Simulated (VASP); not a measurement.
# Mo (Im-3m) in VASP: density of states with PBEsol

Aim: the density of states of Mo with PBEsol.

Program: VASP 6.6.1. These are calculated values, not measurements. Logs are shortened: lines on timing, memory, paths and dates and some standing lists are left out, and cuts for length are marked.

## Step 1: The crystal as given

It takes space group Im-3m (No. 229, cubic). The conventional cell has a = 3.131 Å, b = 3.131 Å, c = 3.131 Å, α = 90.00°, β = 90.00°, γ = 90.00°. Mo (site symmetry m-3m) is surrounded by 8 Mo at 2.71 Å.

## Step 2: Density of states, PBEsol

The input, POSCAR:

```
Mo                                      
1.0
   -1.5656777642      1.5656777642      1.5656777642
    1.5656777642     -1.5656777642      1.5656777642
    1.5656777642      1.5656777642     -1.5656777642
  Mo            
     1
Direct
     0.0000000000000000    0.0000000000000000    0.0000000000000000
```

The input, INCAR.step1:

```
PREC = Accurate
ENCUT = 520
EDIFF = 1E-7
ISMEAR = 0
SIGMA = 0.1
LREAL = F
LASPH = T
NELM = 80
ALGO = Normal
ISIF = 2
LWAVE = F
LCHARG = T
LMAXMIX = 4
GGA = PS
```

The input, KPOINTS.step1:

```
regular mesh
0
Gamma
  18 18 18
```

The input, INCAR.step2:

```
PREC = Accurate
ENCUT = 520
EDIFF = 1E-7
ISMEAR = -5
SIGMA = 0.1
LREAL = F
LASPH = T
NELM = 80
ALGO = Normal
ISIF = 2
LWAVE = F
LCHARG = F
LMAXMIX = 4
GGA = PS
LORBIT = 11
NEDOS = 1001
ICHARG = 11
```

The input, KPOINTS.step2:

```
regular mesh
0
Gamma
  27 27 27
```

Potentials or basis: VASP PAW PBE potentials, release 64 (Mo_sv).

On the command line:

```
> cat potpaw_PBE.64/Mo_sv/POTCAR > POTCAR
> cp INCAR.step1 INCAR
> cp KPOINTS.step1 KPOINTS
> mpirun -np 1 vasp_std > vasp.out
> cp INCAR.step2 INCAR
> cp KPOINTS.step2 KPOINTS
> mpirun -np 1 vasp_std > vasp.out
```

OUTCAR:

```text
PREC = Accurate
   ENCUT = 520
   EDIFF = 1E-7
   ISMEAR = -5
   LREAL = F
   LASPH = T
   NELM = 80
   ISIF = 2
   GGA = PS
   LORBIT = 11
   ICHARG = 11

 ion  position               nearest neighbor table
   1  0.000  0.000  0.000-

  LATTYP: Found a body centered cubic cell.
 ALAT       =     3.1313555284

  Lattice vectors:

 A1 = (  -1.5656777642,   1.5656777642,   1.5656777642)
 A2 = (   1.5656777642,  -1.5656777642,   1.5656777642)
 A3 = (   1.5656777642,   1.5656777642,  -1.5656777642)

Analysis of symmetry for initial positions (statically):
=====================================================================
 Subroutine PRICEL returns:
 Original cell was already a primitive cell.

 Routine SETGRP: Setting up the symmetry group for a
 body centered cubic supercell.

 Subroutine GETGRP returns: Found 48 space group operations
 (whereof 48 operations were pure point group operations)
 out of a pool of 48 trial point group operations.

The static configuration has the point symmetry O_h .

Analysis of symmetry for dynamics (positions and initial velocities):
=====================================================================
 Subroutine PRICEL returns:
 Original cell was already a primitive cell.

 Routine SETGRP: Setting up the symmetry group for a
 body centered cubic supercell.

 Subroutine GETGRP returns: Found 48 space group operations
 (whereof 48 operations were pure point group operations)
 out of a pool of 48 trial point group operations.

The dynamic configuration has the point symmetry O_h .

 Subroutine INISYM returns: Found 48 space group operations
 (whereof 48 operations are pure point group operations),
 and found     1 'primitive' translations

----------------------------------------------------------------------------------------

                                     Primitive cell

  volume of cell :      15.3521

  direct lattice vectors                    reciprocal lattice vectors
    -1.565677764  1.565677764  1.565677764     0.000000000  0.319350515  0.319350515
     1.565677764 -1.565677764  1.565677764     0.319350515  0.000000000  0.319350515
     1.565677764  1.565677764 -1.565677764     0.319350515  0.319350515  0.000000000

  length of vectors
     2.711833436  2.711833436  2.711833436     0.451629829  0.451629829  0.451629829

  position of ions in fractional coordinates (direct lattice)
     0.000000000  0.000000000  0.000000000

  ion indices of the primitive-cell ions
   primitive index   ion index
                 1           1

----------------------------------------------------------------------------------------

 KPOINTS: regular mesh

Automatic generation of k-mesh.
 Grid dimensions read from file:
 generate k-points for:   27   27   27

 Generating k-lattice:

  Cartesian coordinates                     Fractional coordinates (reciprocal lattice)
     0.000000000  0.011827797  0.011827797     0.037037037  0.000000000  0.000000000
     0.011827797  0.000000000  0.011827797     0.000000000  0.037037037  0.000000000
     0.011827797  0.011827797  0.000000000     0.000000000  0.000000000  0.037037037

  Length of vectors
     0.016727031  0.016727031  0.016727031

  Shift w.r.t. Gamma in fractional coordinates (k-lattice)
     0.000000000  0.000000000  0.000000000

 TETIRR: Found  23679 inequivalent tetrahedra from   118098

 Subroutine IBZKPT returns following result:
 ===========================================

 Found    560 irreducible k-points:

 Following reciprocal coordinates:
            Coordinates               Weight
  0.000000  0.000000  0.000000      1.000000
  0.037037  0.000000  0.000000     12.000000
  0.074074  0.000000  0.000000     12.000000
  0.111111  0.000000  0.000000     12.000000
  0.148148  0.000000  0.000000     12.000000
  0.185185  0.000000  0.000000     12.000000
[... 16 lines left out ...]
  0.333333  0.037037 -0.000000     48.000000
  0.370370  0.037037 -0.000000     48.000000
 [... further k-points ...]
   k-points           NKPTS =    560   k-points in BZ     NKDIM =    560   number of bands    NBANDS=     11
   number of dos      NEDOS =   1001   number of ions     NIONS =      1
   total plane-waves  NPLWV =   8000
   dimension x,y,z NGX =    20 NGY =   20 NGZ =   20
   dimension x,y,z NGXF=    40 NGYF=   40 NGZF=   40
   ions per type =               1
   NGX,Y,Z   is equivalent  to a cutoff of  12.26, 12.26, 12.26 a.u.
   NGXF,Y,Z  is equivalent  to a cutoff of  24.52, 24.52, 24.52 a.u.
 SYSTEM =  unknown system
   PREC   = accura    normal or accurate (medium, high low for compatibility)
   ISTART =      0    job   : 0-new  1-cont  2-samecut
   ICHARG =     11    charge: 1-file 2-atom 10-const
   ISPIN  =      1    spin polarized calculation?
   LNONCOLLINEAR =      F non collinear calculations
   LSORBIT =      F    spin-orbit coupling
   LASPH  =      T    aspherical Exc in radial PAW
   ENCUT  =  520.0 eV  38.22 Ry    6.18 a.u.   5.04  5.04  5.04*2*pi/ulx,y,z
   NELM   =     80;   NELMIN=  2; NELMDL=  0     # of ELM steps
   EDIFF  = 0.1E-06   stopping-criterion for ELM
   LREAL  =      F    real-space projection
   EDIFFG = 0.1E-05   stopping-criterion for IOM
   NSW    =      0    number of steps for IOM
   IBRION =     -1    ionic relax: 0-MD 1-quasi-New 2-CG
   NFREE  =      0    steps in history (QN), initial steepest desc. (CG)
   ISIF   =      2    stress and relaxation
   ISYM   =      2    0-nonsym 1-usesym 2-fastsym
   POTIM  = 0.5000    time-step for ionic-motion
   TEBEG  =    0.0;   TEEND  =   0.0 temperature during run
   PSTRESS=    0.0 pullay stress
   NELECT =      14.0000    total number of electrons
   NUPDOWN=      -1.0000    fix difference up-down
   EMIN   =  10.00;   EMAX   =-10.00  energy-range for DOS
   EFERMI =   0.00;   METHOD = LEGACY
   ISMEAR =    -5;   SIGMA  =   0.10  broadening in eV -4-tet -1-fermi 0-gaus
   EFERMI_NEDOS =   21; number of points for ismear=-14 and -15
   IALGO  =     38    algorithm
   IMIX   =      4    mixing-type and parameters
     AMIX     =   0.40;   BMIX     =  1.00
     AMIX_MAG =   1.60;   BMIX_MAG =  1.00
  volume/ion in A,a.u.               =      15.35       103.60
  Fermi-wavevector in a.u.,A,eV,Ry     =   1.587554  3.000042 34.291133  2.520327
  Thomas-Fermi vector in A             =   2.686694
   LORBIT       =     11    0 simple, 1 ext, 2 COOP (PROOUT), +10 PAW based schemes
   GGA     = PS    functional components
   LHFCALC =     F    Hartree Fock is set to
   AEXX    =    0.0000 exact exchange contribution
   IVDW    =     0    specifies the selected vdW correction
   LEPSILON=     F    determine dielectric tensor
   LRPA    =     F    only Hartree local field effects (RPA)
 non-spin polarized calculation
 Fermi weights with tetrahedron method with Bloechl corrections
  energy-cutoff  :      520.00
  volume of cell :       15.35
 maximum number of plane-waves:       427

 number of electron      13.9999998 magnetization

 Free energy of the ion-electron system (eV)
  ---------------------------------------------------
  ext. energy  EPLUGINS =         0.00000000
  ---------------------------------------------------
  free energy    TOTEN  =       -11.77825440 eV

  energy without entropy =      -11.77825440  energy(sigma->0) =      -11.77825440

 E-fermi :  12.7763     XC(G=0): -13.6309

 val. band max:       12.8196851300   @ k =   0.3704   0.0741  -0.0000
 cond. band min:      12.7466484189   @ k =  -0.2593   0.3704   0.1481
 fundamental gap:     -0.0730367111
 Fermi energy:        12.7762599196

 k-point     1 :       0.0000    0.0000    0.0000
  band No.  band energies     occupation
      1     -48.4391      2.00000
      2     -21.6832      2.00000
      3     -21.6832      2.00000
      4     -21.6832      2.00000
      5       5.4129      2.00000
      6      11.3554      2.00000
      7      11.3554      2.00000
      8      11.3554      2.00000
      9      14.4377      0.00000
     10      14.4377      0.00000
     11      27.5917      0.00000

 k-point     2 :       0.0370    0.0000    0.0000
  band No.  band energies     occupation
      1     -48.4353      2.00000
      2     -21.7049      2.00000
      3     -21.6898      2.00000
      4     -21.6834      2.00000
      5       5.4757      2.00000
      6      11.3193      2.00000
      7      11.3501      2.00000
      8      11.4141      2.00000
      9      14.3817      0.00000
     10      14.4383      0.00000
     11      27.6422      0.00000

 k-point     3 :       0.0741    0.0000    0.0000
  band No.  band energies     occupation
      1     -48.4242      2.00000
      2     -21.7685      2.00000
      3     -21.7094      2.00000
      4     -21.6839      2.00000
      5       5.6602      2.00000
      6      11.2148      2.00000
      7      11.3300      2.00000
      8      11.5894      2.00000
      9      14.2349      0.00000
     10      14.4414      0.00000
     11      27.7783      0.00000

 k-point     4 :       0.1111    0.0000    0.0000
  band No.  band energies     occupation
      1     -48.4063      2.00000
      2     -21.8697      2.00000
      3     -21.7406      2.00000
      4     -21.6847      2.00000
      5       5.9536      2.00000
      6      11.0522      2.00000
      7      11.2853      2.00000
      8      11.8779      2.00000
      9      14.0519      0.00000
     10      14.4502      0.00000
     11      27.9617      0.00000
[... 239 lines left out ...]
 k-point    22 :       0.2963    0.0370    0.0000
  band No.  band energies     occupation
      1     -48.2387      2.00000
      2     -22.7482      2.00000
      3     -22.0204      2.00000
      4     -21.7008      2.00000
      5       7.6800      2.00000
      6       9.8051      2.00000
      7      11.6753      2.00000
      8      14.1043      0.00000
      9      14.8131      0.00000
     10      15.1955      0.00000
     11      26.6568      0.00000

 k-point    23 :       0.3333    0.0370   -0.0000
  band No.  band energies     occupation
      1     -48.2096      2.00000
      2     -22.8905      2.00000
      3     -22.0683      2.00000
      4     -21.7023      2.00000
      5       7.6313      2.00000
      6       9.6209      2.00000
      7      12.2510      2.04457
      8      14.2860      0.00000
      9      14.9166      0.00000
     10      15.9362      0.00000
     11      26.0518      0.00000

 k-point    24 :       0.3704    0.0370   -0.0000
  band No.  band energies     occupation
      1     -48.1851      2.00000
      2     -23.0086      2.00000
      3     -22.1083      2.00000
      4     -21.7035      2.00000
      5       7.5318      2.00000
      6       9.4716      2.00000
      7      12.8827      0.82188
      8      14.4430      0.00000
      9      15.0316      0.00000
     10      16.6360      0.00000
     11      25.5231      0.00000

 [... further k-points ...]
[... 5 lines left out ...]
  --------------------------------------------------------------------------------------
  -------------------------------------------------------------------------------------
  Total       -0.0174880     -0.0174880     -0.0174880      0.0000000      0.0000000     -0.0000000
  in kB       -1.8250917     -1.8250917     -1.8250917      0.0000000      0.0000000     -0.0000000
  external PRESSURE =      -1.8250917 kB  Pullay stress =       0.0000000 kB

 VOLUME and BASIS-vectors are now :
 -----------------------------------------------------------------------------
  energy-cutoff  :      520.00
  volume of cell :       15.35
      direct lattice vectors                 reciprocal lattice vectors
    -1.565677764  1.565677764  1.565677764     0.000000000  0.319350515  0.319350515
     1.565677764 -1.565677764  1.565677764     0.319350515  0.000000000  0.319350515
     1.565677764  1.565677764 -1.565677764     0.319350515  0.319350515  0.000000000

 POSITION                                       TOTAL-FORCE (eV/Angst)
 -----------------------------------------------------------------------------------
      0.00000      0.00000      0.00000        -0.000000      0.000000     -0.000000
 -----------------------------------------------------------------------------------
    total drift:                               -0.000000     -0.000000      0.000000

  FREE ENERGIE OF THE ION-ELECTRON SYSTEM (eV)
  ---------------------------------------------------
  free  energy   TOTEN  =       -11.7782543981 eV

  energy  without entropy=      -11.7782543981  energy(sigma->0) =      -11.77825440

 total charge

# of ion       s       p       d       tot
------------------------------------------
    1        2.391   6.214   3.939  12.543
```

Run time: 53 s. Hardware: 1 thread of Intel Xeon Platinum 8488C (Sapphire Rapids), shared host; peak memory 0.24 GiB.

What came out:

| Property | Result |
| --- | --- |
| Valence electrons inside the program's atomic spheres | Mo 12.54 |

States per cell in windows of 0.5 eV (zero at the Fermi level; states under -8 eV left out):
```
from (eV)  total  Mo1_d  Mo1_p  Mo1_s
     -8.0   0.00   0.00   0.00   0.00
     -7.5   0.01   0.00   0.00   0.00
     -7.0   0.03   0.00   0.00   0.01
     -6.5   0.03   0.00   0.00   0.02
     -6.0   0.06   0.01   0.00   0.03
     -5.5   0.34   0.16   0.01   0.07
     -5.0   0.60   0.32   0.02   0.09
     -4.5   0.75   0.46   0.03   0.08
     -4.0   0.36   0.23   0.02   0.02
     -3.5   0.90   0.70   0.03   0.01
     -3.0   0.70   0.54   0.03   0.01
     -2.5   0.48   0.35   0.02   0.01
     -2.0   0.94   0.65   0.07   0.03
     -1.5   0.38   0.24   0.04   0.01
     -1.0   0.22   0.14   0.02   0.01
     -0.5   0.27   0.19   0.02   0.00
      0.0   0.41   0.32   0.02   0.01
      0.5   0.55   0.45   0.02   0.01
      1.0   0.66   0.57   0.01   0.01
      1.5   0.65   0.58   0.01   0.00
      2.0   1.11   1.03   0.01   0.01
      2.5   0.63   0.55   0.02   0.02
      3.0   0.38   0.31   0.02   0.01
      3.5   0.32   0.26   0.02   0.01
      4.0   0.22   0.18   0.01   0.01
      4.5   0.13   0.09   0.01   0.01
      5.0   0.15   0.10   0.02   0.01
      5.5   0.14   0.08   0.02   0.01
      6.0   0.13   0.07   0.02   0.01
      6.5   0.13   0.07   0.03   0.01
      7.0   0.10   0.05   0.02   0.01
      7.5   0.12   0.05   0.03   0.01
```

Caveat: the PAW data sets were made with another functional, which shifts forces and pressure a little; tetrahedron occupations give inexact forces and stress in metals.
